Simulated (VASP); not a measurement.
Here is a VASP 6.6.1 calculation.

The input INCAR:

```
PREC = Accurate
ENCUT = 520
EDIFF = 1E-6
ISMEAR = -1
SIGMA = 0.05
LREAL = F
LASPH = T
NELM = 80
ALGO = Normal
ISIF = 2
LWAVE = F
LCHARG = F
LMAXMIX = 4
GGA = PE
NBANDS = 16
```

The input KPOINTS:

```
Automatic mesh
0
Gamma
  10 10 9
```

POSCAR

```
WC
1.0
    2.9065000000      0.0000000000      0.0000000000
   -1.4532500000      2.5171028361      0.0000000000
    0.0000000000      0.0000000000      2.8366000000
W C
1 1
Direct
    0.0000000000      0.0000000000      0.0000000000
    0.6666666667      0.3333333333      0.5000000000
```

File KPOINTS_OPT:

```
path GMKGALHA,LM,KH
10
line-mode
reciprocal
 0.0000000000  0.0000000000  0.0000000000  G
 0.5000000000  0.0000000000  0.0000000000  M

 0.5000000000  0.0000000000  0.0000000000  M
 0.3333333333  0.3333333333  0.0000000000  K

 0.3333333333  0.3333333333  0.0000000000  K
 0.0000000000  0.0000000000  0.0000000000  G

 0.0000000000  0.0000000000  0.0000000000  G
 0.0000000000  0.0000000000  0.5000000000  A

 0.0000000000  0.0000000000  0.5000000000  A
 0.5000000000  0.0000000000  0.5000000000  L

 0.5000000000  0.0000000000  0.5000000000  L
 0.3333333333  0.3333333333  0.5000000000  H

 0.3333333333  0.3333333333  0.5000000000  H
 0.0000000000  0.0000000000  0.5000000000  A

 0.5000000000  0.0000000000  0.5000000000  L
 0.5000000000  0.0000000000  0.0000000000  M

 0.3333333333  0.3333333333  0.0000000000  K
 0.3333333333  0.3333333333  0.5000000000  H
```

Potentials or basis: VASP PAW PBE potentials, release 54 (W_sv, C).

The run is started by

```console
$ cat potpaw_PBE.54/W_sv/POTCAR potpaw_PBE.54/C/POTCAR > POTCAR
$ mpirun -np 1 vasp_std > vasp.out
```

Problem. What does it give for the pressure?

Solution. 6.7 GPa.

Problem. What does it give for the band gap along the path?

Solution. None (metal or under the smearing width).

Levels at the corners of the path, in eV from the Fermi level:
| point | band 6 | band 7 | band 8 | band 9 | band 10 | band 11 | band 12 | band 13 |
| --- | --- | --- | --- | --- | --- | --- | --- | --- |
| Γ | -4.31 | -3.33 | -3.33 | 0.09 | 3.24 | 3.24 | 5.62 | 5.62 |
| M | -7.03 | -3.62 | -3.57 | -0.47 | 2.35 | 4.54 | 4.89 | 6.86 |
| M | -7.03 | -3.62 | -3.57 | -0.47 | 2.35 | 4.54 | 4.89 | 6.86 |
| K | -6.57 | -4.56 | -3.45 | 0.62 | 0.98 | 2.06 | 3.22 | 9.19 |
| K | -6.57 | -4.56 | -3.45 | 0.62 | 0.98 | 2.06 | 3.22 | 9.19 |
| Γ | -4.31 | -3.33 | -3.33 | 0.09 | 3.24 | 3.24 | 5.62 | 5.62 |
| Γ | -4.31 | -3.33 | -3.33 | 0.09 | 3.24 | 3.24 | 5.62 | 5.62 |
| A | -8.65 | -2.02 | -2.02 | -0.58 | -0.58 | 3.67 | 4.52 | 4.52 |
| A | -8.65 | -2.02 | -2.02 | -0.58 | -0.58 | 3.67 | 4.52 | 4.52 |
| L | -6.45 | -4.32 | -4.19 | 0.29 | 4.44 | 5.31 | 6.64 | 9.18 |
| L | -6.45 | -4.32 | -4.19 | 0.29 | 4.44 | 5.31 | 6.64 | 9.18 |
| H | -7.21 | -5.40 | -1.62 | -0.65 | 4.41 | 6.39 | 7.60 | 9.13 |
| H | -7.21 | -5.40 | -1.62 | -0.65 | 4.41 | 6.39 | 7.60 | 9.13 |
| A | -8.65 | -2.02 | -2.02 | -0.58 | -0.58 | 3.67 | 4.52 | 4.52 |
| L | -6.45 | -4.32 | -4.19 | 0.29 | 4.44 | 5.31 | 6.64 | 9.18 |
| M | -7.03 | -3.62 | -3.57 | -0.47 | 2.35 | 4.54 | 4.89 | 6.86 |
| K | -6.57 | -4.56 | -3.45 | 0.62 | 0.98 | 2.06 | 3.22 | 9.19 |
| H | -7.21 | -5.40 | -1.62 | -0.65 | 4.41 | 6.39 | 7.60 | 9.13 |

Caveat: spin-orbit coupling is left out, which moves the levels of the heavy elements.
